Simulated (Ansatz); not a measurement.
input.yaml

```yaml
crystal:
  lattice:
    - [1.2133652464, 0.7142566581, 3.3574261174]
    - [-1.2228916619, 0.7340033217, 3.3567384226]
    - [0.0123379046, -1.4269729908, 3.3525730215]
  atoms:
    - { symbol: C, position: [0.1260839228, 0.2070919568, 0.1597473322] }
    - { symbol: C, position: [0.8739160772, 0.7929080432, 0.8402526678] }
basis:
  ecutwfc: 420
kpoints:
  mp_grid: { grid: [15, 15, 15] }
hamiltonian:
  xc: pbesol
scf:
  occupations: { method: gaussian, width: 0.02 }
output:
  forces: true
  stress: true
  eigenvalues: true
```

Run as
```bash
ansatz run input.yaml --threads 1 --pin off --max-ram 1331MiB --backend cpu --events-out ev --progress --plain --runs-dir out
```

Computed with DFT PBEsol, scalar-relativistic, plane waves, PAW (Ansatz).

Abridged output (final results; tables in files aren't shown):

```
SCF 1 converged in 6 iterations: F = -492.241292 eV  dr2 = 1.69e-9
SCF converged after 6 iterations
Free energy (F): -492.241292 eV
Harris-Foulkes:  -492.241292 eV  (|F-HF|=7.98e-10)
Internal energy: -492.241202 eV  (E = F + TS)
E sigma→0 (E₀):  -492.241247 eV
Entropy (-TS):   -0.000090 eV (-0.045 meV/atom)
Fermi energy:    6.674153 eV
--- Per-component energies (eV) ---
  E_band       = -17.931068
  E_kinetic    = 183.448725
  E_local      = -311.360395  (includes V_loc(G=0)·N_el)
  E_nonlocal   = 55.986106
  E_hartree    = 93.446000
  E_xc         = -95.479575
  E_vxc        = -118.667001  (∫ρ·V_xc dr)
  E_paw        = -191.238378  (= ΣΔE_a)
  E_vpaw       = -14.230007  (= ΣTr[D̂ρ^β])
  E_aug_tail   = 0.000019  (compensation charges beyond the density's cutoff)
  E_ewald      = -227.085905
  E_core_change = 0.042201  (= ΣΔE_core)
  E_smearing   = -0.000090  (= −TS)
--- Forces (eV/Å), atoms counted from 1 ---
  atom   1  C     10.91843051    -3.79852102     0.55407129
  atom   2  C    -10.91843051     3.79852102    -0.55407129
--- Stress (GPa, compression-positive) ---
       38.839771     -22.401831      -4.989292
      -22.401845      12.510690       1.862101
       -4.989291       1.862101       0.843121
  P = ⅓ Tr σ = 17.3979 GPa (173.979 kbar)
--- Band table (eV; the first three rows and the last of 1688) ---
  k-point 0: bands = ["-12.7818", "0.2076", "1.3068", "7.1659", "10.9489", "11.7930", "17.8217", "18.6381"]
  k-point 1: bands = ["-12.6780", "0.3100", "1.0911", "6.6786", "11.0718", "11.9683", "18.1924", "18.4099"]
  k-point 2: bands = ["-12.3675", "0.4384", "0.6534", "5.5214", "11.4512", "12.3753", "17.1852", "19.6258"]
  k-point 1687: bands = ["-7.9738", "-5.0369", "-0.5289", "3.8088", "10.8243", "13.0004", "18.8778", "19.8379"]
```

Self-consistency was reached.

The cell holds layers, and where no dispersion correction was added their binding is poorly described. The smearing is narrow for a metal on this mesh.